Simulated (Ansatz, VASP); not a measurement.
## One calculation of Si, two programs

```
Si
1.0
    -2.25848    2.37637    1.27924
     2.25848   -2.37637    1.27924
     2.25848    2.37637   -1.27924
Si
2
Direct
  0.80700 0.55700 0.25000
  0.19300 0.44300 0.75000
```

Change from the starting cell: volume scaled by 1.01, crystal datasets.

Alike in both runs: task electric field gradients; functional PBE; k mesh 16 × 16 × 16; occupations fermi-dirac, width 0.05 eV; no spin polarisation.

|  | VASP | Ansatz |
| --- | --- | --- |
| version | VASP 6.6.1 | Ansatz 0.2.0 |
| potentials or method | VASP PAW PBE potentials, release 64 (Si), cutoff 520 eV | all-electron PAW with datasets made for the crystal, scalar-relativistic |

```tsv
	VASP	Ansatz	Ansatz less VASP
pressure (GPa)	14.0	14.0	+0.07
largest component of the traceless stress (GPa)	1.51	1.51	0.000
rms of the force components (eV/Å)	0.005	0.003	-0.0017
Vzz of the field gradient on the site that differs most (V/Å²)	-26.0	-25.7	+0.28
```

Atom by atom the forces differ by 0.002 eV/Å (rms over components). Ansatz ran all-electron here, so the differences hold the error of VASP's frozen core and of both bases.
